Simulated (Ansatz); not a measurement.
**Two Ansatz runs on NaCl**

Structure: COD 4320809, as refined from experiment and not relaxed. It was measured hot, at 423 K. The listed cell was then made from it by scaling, straining or moving an atom.

First run: DFT, PBE, all-electron LAPW, scalar-relativistic (Ansatz 0.2.0).

Command: `ansatz run input.yaml --threads 1 --pin off --max-ram 2048MiB --backend cpu --events-out ev --progress --plain --runs-dir out` The run took 3.5 s on 1 thread of Intel(R) Xeon(R) 6975P-C (Granite Rapids), with other jobs on the host, peak memory 0.32 GiB.

```yaml
crystal:
  lattice:
    - [0.04247625, 2.852988125, 2.852988125]
    - [2.852988125, 0.04247625, 2.852988125]
    - [2.852988125, 2.852988125, 0.04247625]
  atoms:
    - { symbol: Na, position: [0.0, 0.0, 0.0] }
    - { symbol: Cl, position: [0.5, 0.5, 0.5] }
kpoints:
  mp_grid: { grid: [7, 7, 7] }
scf:
  occupations: { method: fermi_dirac, width: 0.03 }
hamiltonian:
  xc: pbe
  pseudopotentials: { kind: all_electron, lapw: { basis_error: 0.00025 } }
output:
  forces: true
  stress: true
  eigenvalues: true
```

Result: converged; pressure 0.44 GPa; gap on the k mesh 5.03 eV (the mesh can miss the band edges); 7 SCF iterations.

The input is then changed:

```diff
@@ -11,7 +11,9 @@
 scf:
   occupations: { method: fermi_dirac, width: 0.03 }
+  mixing: { algorithm: broyden, beta: 0.5 }
 hamiltonian:
   xc: pbe
   pseudopotentials: { kind: all_electron, lapw: { basis_error: 0.00025 } }
+  dispersion: d3bj
 output:
   forces: true
```

**Question.** Predict the outcome of the changed run.

**Answer.** It converged; pressure -1.12 GPa; gap on the k mesh 5.03 eV (the mesh can miss the band edges); 7 SCF iterations.
